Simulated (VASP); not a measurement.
# KTaO3 (Pm-3m) in VASP: notebook

Aim: see how the results for KTaO3 move with the level of theory and the settings. Levels: r2SCAN, PBEsol. Tasks: relaxation of cell and atoms.

Everything below comes from runs of VASP 6.6.1. Logs are shortened: lines on timing, memory, paths and dates and some standing lists are left out, and cuts for length are marked.

**1. Starting point**

Symmetry: Pm-3m, No. 221, cubic system. The conventional cell has a = 3.988 Å, b = 3.988 Å, c = 3.988 Å, α = 90.00°, β = 90.00°, γ = 90.00°. Around K (site symmetry m-3m) lie 12 O at 2.82 Å. Ta (site symmetry m-3m) has 6 O at 1.99 Å as nearest neighbours. O (site symmetry 4/mmm) has 2 Ta at 1.99 Å as nearest neighbours.

**2. Relaxation of cell and atoms, r2SCAN**

Input file INCAR:

```
SYSTEM = KTaO3
PREC     = Accurate       ! precision mode
ENCUT    = 600            ! plane-wave cutoff, eV
EDIFF    = 1E-6           ! SCF threshold, eV
ISMEAR   = 0              ! smearing method
SIGMA    = 0.03           ! smearing width, eV
LREAL    = .False.        ! projectors in reciprocal space
LASPH    = .True.         ! aspherical terms in the spheres
NELM     = 80             ! most SCF steps
ALGO     = Normal         ! electronic algorithm
ISIF     = 3              ! what is computed and relaxed
LWAVE    = .False.        ! write WAVECAR
LCHARG   = .False.        ! write CHGCAR
METAGGA  = R2SCAN         ! meta-GGA
LMIXTAU  = .True.       
IBRION   = 2              ! ionic algorithm
NSW      = 90             ! ionic steps
EDIFFG   = -0.01          ! ionic threshold
```

Input file KPOINTS:

```
regular mesh
0
Gamma
  8 8 8
  0 0 0
```

Input file POSCAR:

```
KTaO3
1.0
    3.9883000000      0.0000000000      0.0000000000
    0.0000000000      3.9883000000      0.0000000000
    0.0000000000      0.0000000000      3.9883000000
K Ta O
1 1 3
Direct
    0.5000000000      0.5000000000      0.5000000000
    0.0000000000      0.0000000000      0.0000000000
    0.5000000000      0.0000000000      0.0000000000
    0.0000000000      0.5000000000      0.0000000000
    0.0000000000      0.0000000000      0.5000000000
```

Potentials or basis: VASP PAW PBE potentials, release 64 (K_sv, Ta_pv, O).

On the command line:

```console
$ cat potpaw_PBE.64/K_sv/POTCAR potpaw_PBE.64/Ta_pv/POTCAR potpaw_PBE.64/O/POTCAR > POTCAR
$ mpirun -np 1 vasp_std > vasp.out
```

OUTCAR:

```text
SYSTEM = KTaO3
   PREC = Accurate
   ENCUT = 600
   EDIFF = 1E-6
   ISMEAR = 0
   LREAL = .False.
   LASPH = .True.
   NELM = 80
   ISIF = 3
   METAGGA = R2SCAN
   IBRION = 2
   NSW = 90
   EDIFFG = -0.01

 ion  position               nearest neighbor table
   1  0.500  0.500  0.500-   3 2.82   4 2.82   5 2.82   3 2.82   4 2.82   3 2.82   5 2.82   3 2.82
                             4 2.82   5 2.82   4 2.82   5 2.82   2 3.45   2 3.45   2 3.45   2 3.45
   2  0.000  0.000  0.000-   3 1.99   4 1.99   5 1.99   5 1.99   4 1.99   3 1.99   1 3.45   1 3.45
                             1 3.45   1 3.45   1 3.45   1 3.45   1 3.45   1 3.45
   3  0.500  0.000  0.000-   2 1.99   2 1.99   1 2.82   1 2.82   1 2.82   1 2.82
   4  0.000  0.500  0.000-   2 1.99   2 1.99   1 2.82   1 2.82   1 2.82   1 2.82
   5  0.000  0.000  0.500-   2 1.99   2 1.99   1 2.82   1 2.82   1 2.82   1 2.82

  LATTYP: Found a simple cubic cell.
 ALAT       =     3.9883000000

  Lattice vectors:

 A1 = (   3.9883000000,   0.0000000000,   0.0000000000)
 A2 = (   0.0000000000,   3.9883000000,   0.0000000000)
 A3 = (   0.0000000000,   0.0000000000,   3.9883000000)

Analysis of symmetry for initial positions (statically):
=====================================================================
 Subroutine PRICEL returns:
 Original cell was already a primitive cell.

 Routine SETGRP: Setting up the symmetry group for a
 simple cubic supercell.

 Subroutine GETGRP returns: Found 48 space group operations
 (whereof 48 operations were pure point group operations)
 out of a pool of 48 trial point group operations.

The static configuration has the point symmetry O_h .

Analysis of symmetry for dynamics (positions and initial velocities):
=====================================================================
 Subroutine PRICEL returns:
 Original cell was already a primitive cell.

 Routine SETGRP: Setting up the symmetry group for a
 simple cubic supercell.

 Subroutine GETGRP returns: Found 48 space group operations
 (whereof 48 operations were pure point group operations)
 out of a pool of 48 trial point group operations.

The dynamic configuration has the point symmetry O_h .

 Subroutine INISYM returns: Found 48 space group operations
 (whereof 48 operations are pure point group operations),
 and found     1 'primitive' translations

----------------------------------------------------------------------------------------

                                     Primitive cell

  volume of cell :      63.4400

  direct lattice vectors                    reciprocal lattice vectors
     3.988300000  0.000000000  0.000000000     0.250733395  0.000000000  0.000000000
     0.000000000  3.988300000  0.000000000     0.000000000  0.250733395  0.000000000
     0.000000000  0.000000000  3.988300000     0.000000000  0.000000000  0.250733395

  length of vectors
     3.988300000  3.988300000  3.988300000     0.250733395  0.250733395  0.250733395

  position of ions in fractional coordinates (direct lattice)
     0.500000000  0.500000000  0.500000000
     0.000000000  0.000000000  0.000000000
     0.500000000  0.000000000  0.000000000
     0.000000000  0.500000000  0.000000000
     0.000000000  0.000000000  0.500000000

  ion indices of the primitive-cell ions
   primitive index   ion index
                 1           1
                 2           2
                 3           3
                 4           4
                 5           5

----------------------------------------------------------------------------------------

 KPOINTS: regular mesh

Automatic generation of k-mesh.
 Grid dimensions read from file:
 generate k-points for:    8    8    8

 Generating k-lattice:

  Cartesian coordinates                     Fractional coordinates (reciprocal lattice)
     0.031341674  0.000000000  0.000000000     0.125000000  0.000000000  0.000000000
     0.000000000  0.031341674  0.000000000     0.000000000  0.125000000  0.000000000
     0.000000000  0.000000000  0.031341674     0.000000000  0.000000000  0.125000000

  Length of vectors
     0.031341674  0.031341674  0.031341674

  Shift w.r.t. Gamma in fractional coordinates (k-lattice)
     0.000000000  0.000000000  0.000000000

 Subroutine IBZKPT returns following result:
 ===========================================

 Found     35 irreducible k-points:

 Following reciprocal coordinates:
            Coordinates               Weight
  0.000000  0.000000  0.000000      1.000000
  0.125000  0.000000  0.000000      6.000000
  0.250000  0.000000  0.000000      6.000000
  0.375000  0.000000  0.000000      6.000000
  0.500000  0.000000  0.000000      3.000000
  0.125000  0.125000  0.000000     12.000000
[... 16 lines left out ...]
  0.375000  0.375000  0.125000     24.000000
  0.500000  0.375000  0.125000     24.000000
 [... further k-points ...]
   k-points           NKPTS =     35   k-points in BZ     NKDIM =     35   number of bands    NBANDS=     23
   number of dos      NEDOS =    301   number of ions     NIONS =      5
   total plane-waves  NPLWV =  32768
   dimension x,y,z NGX =    32 NGY =   32 NGZ =   32
   dimension x,y,z NGXF=    64 NGYF=   64 NGZF=   64
   ions per type =               1   1   3
   NGX,Y,Z   is equivalent  to a cutoff of  13.34, 13.34, 13.34 a.u.
   NGXF,Y,Z  is equivalent  to a cutoff of  26.68, 26.68, 26.68 a.u.
 SYSTEM =  KTaO3
   PREC   = accura    normal or accurate (medium, high low for compatibility)
   ISTART =      0    job   : 0-new  1-cont  2-samecut
   ICHARG =      2    charge: 1-file 2-atom 10-const
   ISPIN  =      1    spin polarized calculation?
   LNONCOLLINEAR =      F non collinear calculations
   LSORBIT =      F    spin-orbit coupling
   LASPH  =      T    aspherical Exc in radial PAW
   ENCUT  =  600.0 eV  44.10 Ry    6.64 a.u.   7.97  7.97  7.97*2*pi/ulx,y,z
   NELM   =     80;   NELMIN=  2; NELMDL= -5     # of ELM steps
   EDIFF  = 0.1E-05   stopping-criterion for ELM
   LREAL  =      F    real-space projection
   EDIFFG = -.1E-01   stopping-criterion for IOM
   NSW    =     90    number of steps for IOM
   IBRION =      2    ionic relax: 0-MD 1-quasi-New 2-CG
   NFREE  =      1    steps in history (QN), initial steepest desc. (CG)
   ISIF   =      3    stress and relaxation
   ISYM   =      2    0-nonsym 1-usesym 2-fastsym
   POTIM  = 0.5000    time-step for ionic-motion
   TEBEG  =    0.0;   TEEND  =   0.0 temperature during run
   PSTRESS=    0.0 pullay stress
   NELECT =      38.0000    total number of electrons
   NUPDOWN=      -1.0000    fix difference up-down
   EMIN   =  10.00;   EMAX   =-10.00  energy-range for DOS
   EFERMI =   0.00;   METHOD = LEGACY
   ISMEAR =     0;   SIGMA  =   0.03  broadening in eV -4-tet -1-fermi 0-gaus
   EFERMI_NEDOS =   21; number of points for ismear=-14 and -15
   IALGO  =     38    algorithm
   IMIX   =      4    mixing-type and parameters
     AMIX     =   0.40;   BMIX     =  1.00
     AMIX_MAG =   1.60;   BMIX_MAG =  1.00
  volume/ion in A,a.u.               =      12.69        85.62
  Fermi-wavevector in a.u.,A,eV,Ry     =   1.380008  2.607837 25.911228  1.904422
  Thomas-Fermi vector in A             =   2.504925
   LORBIT       =      0    0 simple, 1 ext, 2 COOP (PROOUT), +10 PAW based schemes
   METAGGA = R2SCAN    functional components
   LHFCALC =     F    Hartree Fock is set to
   AEXX    =    0.0000 exact exchange contribution
   IVDW    =     0    specifies the selected vdW correction
   LEPSILON=     F    determine dielectric tensor
   LRPA    =     F    only Hartree local field effects (RPA)
 conjugate gradient relaxation of ions
 non-spin polarized calculation
 Gauss-broadening in eV      SIGMA  =   0.03
  energy-cutoff  :      600.00
  volume of cell :       63.44
 maximum number of plane-waves:      2176
 NGX is ok and might be reduce to    32
   NGX = 15   NGY = 15   NGZ = 15

--------------------------------------- Ionic step        1  -------------------------------------------

 number of electron      37.9999990 magnetization

 Free energy of the ion-electron system (eV)
  ---------------------------------------------------
  ext. energy  EPLUGINS =         0.00000000
  ---------------------------------------------------
  free energy    TOTEN  =       -87.17405379 eV

  energy without entropy =      -87.17405379  energy(sigma->0) =      -87.17405379

------------------------ aborting loop because EDIFF is reached ----------------------------------------

  FORCE on cell =-STRESS in cart. coord.  units (eV):
  Direction    XX          YY          ZZ          XY          YZ          ZX
  --------------------------------------------------------------------------------------
  -------------------------------------------------------------------------------------
  Total        0.4081239      0.4081239      0.4081239      0.0000000      0.0000000      0.0000000
  in kB       10.3071626     10.3071626     10.3071626      0.0000000      0.0000000      0.0000000
  external PRESSURE =      10.3071626 kB  Pullay stress =       0.0000000 kB
[... 63 lines left out ...]
  energy  without entropy=      -87.1730513855  energy(sigma->0) =      -87.17305139

--------------------------------------- Ionic step        3  -------------------------------------------

 number of electron      37.9999993 magnetization

 Free energy of the ion-electron system (eV)
  ---------------------------------------------------
  ext. energy  EPLUGINS =         0.00000000
  ---------------------------------------------------
  free energy    TOTEN  =       -87.17504243 eV

  energy without entropy =      -87.17504243  energy(sigma->0) =      -87.17504243

 E-fermi :   1.5080     XC(G=0): -11.5289

 val. band max:        1.3838023927   @ k =   0.5000   0.5000   0.5000
 cond. band min:       3.9721120549   @ k =   0.0000   0.0000   0.0000
 fundamental gap:      2.5883096622
 Fermi energy:         1.5080382438

 k-point     1 :       0.0000    0.0000    0.0000
  band No.  band energies     occupation
      1     -33.9174      2.00000
      2     -33.9174      2.00000
      3     -33.9174      2.00000
      4     -27.0674      2.00000
      5     -17.1501      2.00000
      6     -16.4826      2.00000
[... 613 lines left out ...]
     22       7.8703      0.00000
     23      10.1667      0.00000

 [... further k-points ...]

------------------------ aborting loop because EDIFF is reached ----------------------------------------

  FORCE on cell =-STRESS in cart. coord.  units (eV):
  Direction    XX          YY          ZZ          XY          YZ          ZX
  --------------------------------------------------------------------------------------
  -------------------------------------------------------------------------------------
  Total        0.0041139      0.0041139      0.0041139     -0.0000000     -0.0000000      0.0000000
  in kB        0.1033887      0.1033887      0.1033887     -0.0000000     -0.0000000      0.0000000
  external PRESSURE =       0.1033887 kB  Pullay stress =       0.0000000 kB
[... 20 lines left out ...]
  FREE ENERGIE OF THE ION-ELECTRON SYSTEM (eV)
  ---------------------------------------------------
  free  energy   TOTEN  =       -87.1750424346 eV

  energy  without entropy=      -87.1750424346  energy(sigma->0) =      -87.17504243

 reached required accuracy - stopping structural energy minimisation
```

Wall time 4.3 min (1 thread of Intel Xeon Platinum 8488C (Sapphire Rapids), shared host); peak memory 0.24 GiB.

Results:

| Quantity | Value |
| --- | --- |
| Free energy | -87.1750 eV |
| Relaxed volume | 12.75 Å³/atom |
| Relaxed cell | a = 3.995 Å, b = 3.995 Å, c = 3.995 Å, α = 90.00°, β = 90.00°, γ = 90.00° |
| Space group after relaxing (to 0.05 Å) | Pm-3m (No. 221) |
| Energy gained by relaxing | 0.2 meV/atom |
| Ionic steps | 3 |
| Pressure after relaxing | 0.0 GPa |
| Band gap on the k mesh | 2.59 eV, indirect (least direct gap 3.24 eV) |

The path:
| step | energy change (eV) | largest force (eV/Å) | pressure (GPa) | volume (Å³) |
| --- | --- | --- | --- | --- |
| 1 | 0.0000 | 0.0000 | 1.03 | 63.44 |
| 2 | 0.0010 | 0.0000 | -1.45 | 64.19 |
| 3 | -0.0010 | 0.0000 | 0.01 | 63.75 |

Final structure:
```yaml
crystal:
  lattice:
    - [3.99481, 0.00000, 0.00000]
    - [0.00000, 3.99481, 0.00000]
    - [0.00000, 0.00000, 3.99481]
  atoms:
    - { symbol: K, position: [0.50000, 0.50000, 0.50000] }
    - { symbol: Ta, position: [0.00000, 0.00000, 0.00000] }
    - { symbol: O, position: [0.50000, 0.00000, 0.00000] }
    - { symbol: O, position: [0.00000, 0.50000, 0.00000] }
    - { symbol: O, position: [0.00000, 0.00000, 0.50000] }
```

Levels at points of the mesh, in eV from the valence-band top:
```
           k point  band 15  band 16  band 17  band 18  band 19  band 20  band 21  band 22  band 23
(0.00, 0.00, 0.00)    -1.09    -1.09    -0.65    -0.65    -0.65     2.59     2.59     2.59     7.01
(0.50, 0.00, 0.00)    -2.39    -2.14    -1.53    -0.88    -0.88     2.74     5.40     5.40     7.04
(0.50, 0.50, 0.00)    -2.81    -1.75    -1.46    -1.46    -0.04     5.44     5.44     6.74     8.05
(0.50, 0.50, 0.50)    -3.94    -3.94     0.00     0.00     0.00     6.87     6.87     6.87     9.65
```

Caveat: the PAW data sets were made with another functional, which shifts forces and pressure a little; spin-orbit coupling is left out, which moves the levels of the heavy elements.

**3. Relaxation of cell and atoms, r2SCAN**

This run uses another cell than the first one, of 12.75 Å³/atom, 1.005 times its volume.

INCAR, as its differences from that of step 2:

```diff
@@ -3,3 +3,3 @@
 ENCUT    = 600            ! plane-wave cutoff, eV
-EDIFF    = 1E-6           ! SCF threshold, eV
+EDIFF    = 1E-7           ! SCF threshold, eV
 ISMEAR   = 0              ! smearing method
@@ -17,2 +17,2 @@
 NSW      = 90             ! ionic steps
-EDIFFG   = -0.01          ! ionic threshold
+EDIFFG   = -0.005         ! ionic threshold
```

KPOINTS is that of step 2.

Input file POSCAR:

```
KTaO3                                   
1.0
    3.9948132821     -0.0000000000      0.0000000000
    0.0000000000      3.9948132821     -0.0000000000
    0.0000000000      0.0000000000      3.9948132821
  K               Ta              O             
     1     1     3
Direct
     0.5000000000000000    0.5000000000000000    0.5000000000000000
     0.0000000000000000    0.0000000000000000    0.0000000000000000
     0.5000000000000000    0.0000000000000000    0.0000000000000000
     0.0000000000000000    0.5000000000000000    0.0000000000000000
     0.0000000000000000    0.0000000000000000    0.5000000000000000
```

Potentials or basis: VASP PAW PBE potentials, release 64 (K_sv, Ta_pv, O).

On the command line:

```console
$ cat potpaw_PBE.64/K_sv/POTCAR potpaw_PBE.64/Ta_pv/POTCAR potpaw_PBE.64/O/POTCAR > POTCAR
$ mpirun -np 1 vasp_std > vasp.out
```

Wall time 2.5 min (1 thread of Intel Xeon Platinum 8488C (Sapphire Rapids), shared host); peak memory 0.23 GiB.

Results (log left out):

* Free energy: -87.1759 eV
* Pressure after relaxing: 0.0 GPa
* Band gap on the k mesh: 2.59 eV, indirect (least direct gap 3.24 eV)

Final structure:
```
CELL_PARAMETERS angstrom
3.99481 0.00000 0.00000
0.00000 3.99481 0.00000
0.00000 0.00000 3.99481
ATOMIC_POSITIONS crystal
K 0.50000 0.50000 0.50000
Ta 0.00000 0.00000 0.00000
O 0.50000 0.00000 0.00000
O 0.00000 0.50000 0.00000
O 0.00000 0.00000 0.50000
```

Levels at points of the mesh, in eV from the valence-band top:
```csv
k point,band 17,band 18,band 19,band 20,band 21,band 22
"(0.00, 0.00, 0.00)",-0.65,-0.65,-0.65,2.59,2.59,2.59
"(0.50, 0.00, 0.00)",-1.53,-0.88,-0.88,2.74,5.40,5.40
"(0.50, 0.50, 0.00)",-1.46,-1.46,-0.04,5.44,5.44,6.74
"(0.50, 0.50, 0.50)",0.00,0.00,0.00,6.87,6.87,6.87
```

Caveat: the relaxation stopped at its first step, so nothing moved; the PAW data sets were made with another functional, which shifts forces and pressure a little; spin-orbit coupling is left out, which moves the levels of the heavy elements. r2SCAN opens gaps a little over a GGA but as a rule still falls short of measured ones.

**4. Relaxation of cell and atoms, PBEsol**

Input file INCAR:

```
SYSTEM = KTaO3
ALGO = Normal
EDIFF = 1E-6
EDIFFG = -0.01
ENCUT = 600
GGA = PS
IBRION = 2
ISIF = 3
ISMEAR = 0
KPAR = 4
LASPH = .TRUE.
LCHARG = .FALSE.
LREAL = .FALSE.
LWAVE = .FALSE.
NELM = 80
NSW = 90
PREC = Accurate
SIGMA = 0.03
```

Input file KPOINTS:

```
k-points
0
G
  8 8 8
  0 0 0
```

Input file POSCAR:

```
KTaO3
1.0
    3.9883000000      0.0000000000      0.0000000000
    0.0000000000      3.9883000000      0.0000000000
    0.0000000000      0.0000000000      3.9883000000
K Ta O
1 1 3
Direct
    0.5000000000      0.5000000000      0.5000000000
    0.0000000000      0.0000000000      0.0000000000
    0.5000000000      0.0000000000      0.0000000000
    0.0000000000      0.5000000000      0.0000000000
    0.0000000000      0.0000000000      0.5000000000
```

On the command line:

```console
$ cat potpaw_PBE.64/K_sv/POTCAR potpaw_PBE.64/Ta_pv/POTCAR potpaw_PBE.64/O/POTCAR > POTCAR
$ mpirun -np 4 vasp_std > vasp.out
```

Wall time 18 s (4 MPI ranks of AMD EPYC 9R45 (Zen 5), shared host); peak memory 0.2 GiB.

The run converged. Its results:

```
Free energy                            : -42.9284 eV
Relaxed volume                         : 12.70 Å³/atom
Relaxed cell                           : a = 3.989 Å, b = 3.989 Å, c = 3.989 Å, α = 90.00°, β = 90.00°, γ = 90.00°
Space group after relaxing (to 0.05 Å) : Pm-3m (No. 221)
Energy gained by relaxing              : 0.0 meV/atom
Ionic steps                            : 3
Pressure after relaxing                : 0.0 GPa
Band gap on the k mesh                 : 2.09 eV, indirect (least direct gap 2.71 eV)
```

Final structure:
```cif
data_structure
_symmetry_space_group_name_H-M 'P 1'
_symmetry_Int_Tables_number 1
_cell_length_a 3.9891
_cell_length_b 3.9891
_cell_length_c 3.9891
_cell_angle_alpha 90.000
_cell_angle_beta 90.000
_cell_angle_gamma 90.000
_cell_volume 63.48
loop_
_atom_site_label
_atom_site_type_symbol
_atom_site_fract_x
_atom_site_fract_y
_atom_site_fract_z
_atom_site_occupancy
K1 K 0.50000 0.50000 0.50000 1
Ta1 Ta 0.00000 0.00000 0.00000 1
O1 O 0.50000 0.00000 0.00000 1
O2 O 0.00000 0.50000 0.00000 1
O3 O 0.00000 0.00000 0.50000 1
```

Levels at points of the mesh, in eV from the valence-band top:
```
           k point  band 16  band 17  band 18  band 19  band 20  band 21  band 22  band 23
(0.00, 0.00, 0.00)    -1.07    -0.62    -0.62    -0.62     2.09     2.09     2.09     6.44
(0.50, 0.00, 0.00)    -2.18    -1.55    -0.85    -0.85     2.25     4.98     4.98     6.79
(0.50, 0.50, 0.00)    -1.66    -1.45    -1.45    -0.04     5.02     5.02     6.31     7.63
(0.50, 0.50, 0.50)    -3.94     0.00     0.00     0.00     6.45     6.45     6.45     8.80
```

Caveat: the PAW data sets were made with another functional, which shifts forces and pressure a little; spin-orbit coupling is left out, which moves the levels of the heavy elements.
